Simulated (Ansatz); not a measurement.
# AlIn3N4: the cost of one run

Program: Ansatz 0.2.0. PAW datasets, plane waves, zero pressure. The structure was generated, not taken from experiment, and needn't be the ground state; spin polarisation is off.

**1. The structure to begin with**

This is the cell as the run starts from it, not yet at rest; its lengths are not the crystal's.

The symmetry is I-42m (No. 121, tetragonal); a = 4.527 Å, c = 9.054 Å in the conventional setting, 11.60 Å³ an atom. Al has 4 N at 1.96 Å; N has 1 Al at 1.96 Å and 3 In at 1.96 Å; In has 4 N at 1.96 Å.

The structure in full:

```
CELL_PARAMETERS angstrom
-2.26353 2.26353 4.52706
2.26353 -2.26353 4.52706
2.26353 2.26353 -4.52706
ATOMIC_POSITIONS crystal
Al 0.00000 0.00000 0.00000
N 0.37500 0.37500 0.50000
In 0.75000 0.25000 0.50000
N 0.12500 0.62500 0.00000
In 0.50000 0.50000 0.00000
N 0.87500 0.87500 0.50000
In 0.25000 0.75000 0.50000
N 0.62500 0.12500 0.00000
```

**2. Relaxation with PBE**

File input.yaml:

```yaml
crystal:
  lattice:
    - [-2.2635305979, 2.2635305979, 4.5270611957]
    - [2.2635305979, -2.2635305979, 4.5270611957]
    - [2.2635305979, 2.2635305979, -4.5270611957]
  atoms:
    - { symbol: Al, position: [0.0, 0.0, 0.0] }
    - { symbol: "N", position: [0.375, 0.375, 0.5] }
    - { symbol: In, position: [0.75, 0.25, 0.5] }
    - { symbol: "N", position: [0.125, 0.625, 0.0] }
    - { symbol: In, position: [0.5, 0.5, 0.0] }
    - { symbol: "N", position: [0.875, 0.875, 0.5] }
    - { symbol: In, position: [0.25, 0.75, 0.5] }
    - { symbol: "N", position: [0.625, 0.125, 0.0] }
kpoints:
  mp_grid: { grid: [8, 8, 8] }
hamiltonian:
  xc: pbe
scf:
  occupations: { method: fermi_dirac, width: 0.02 }
relax:
  f_tol: 0.005
  cell: {}
```

Started as:

```
ansatz run input.yaml --threads 2 --pin off --max-ram 29491MiB --backend cpu --events-out ev --progress --plain --runs-dir out
```

What time and memory should one allow on 2 threads of AMD EPYC 7R13 (Zen 3), shared host?

About 75 s, with a peak of 0.55 GiB.
